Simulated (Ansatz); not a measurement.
# A decomposition energy, worked out: Ga4P

Method: DFT PBE, scalar-relativistic, plane waves, PAW in Ansatz. All cells share a 420 eV cutoff and Γ-centred k meshes spaced at most about 0.3 Å⁻¹ (about 0.25 or finer for metals, 2π included). No spin polarisation.

Formation energies are uncorrected and refer to the elements' standard structures at the same level. The references include black phosphorus.

Temperature and zero-point effects are left out. The reference form of P is held partly by dispersion forces, which this level lacks.

A trial structure of Ga4P (reached from: PtPb4 type (P4/nbm); relaxed: space group P4/nbm (No. 125), a = 5.837 Å, c = 5.576 Å) has a formation energy of 0.034 eV/atom. At its composition the lowest mixture among the elements and 1 reference phase computed alike (others may be missing) consists of these:

```json
{"phase": "Ga (solid)", "source": "element", "ΔE_f (eV/atom)": "-0.001"}
{"phase": "GaP (F-43m)", "source": "Materials Project", "ΔE_f (eV/atom)": "-0.432"}
```

The lowest database cell of Ga (-0.001) lies slightly below the reference, hence the non-zero entry.

Question: Write the balanced decomposition and find its energy per atom, per formula unit and per mole of formula units.

Answer: Balancing Ga and P gives Ga4P → 3 Ga + GaP. The left side holds 5 atoms, and the products take 3/5 (Ga) and 2/5 (GaP) of them. The mixture therefore lies at 3/5 × (-0.001) + 2/5 × (-0.432) = -0.173 eV/atom. The reaction energy is -0.173 − (0.034) = -0.207 eV/atom. Times 5 atoms that is -1.035 eV per Ga4P, and times 96.485 it is -100 kJ per mole of Ga4P. Decomposition is downhill, so the trial structure is unstable against this mixture.
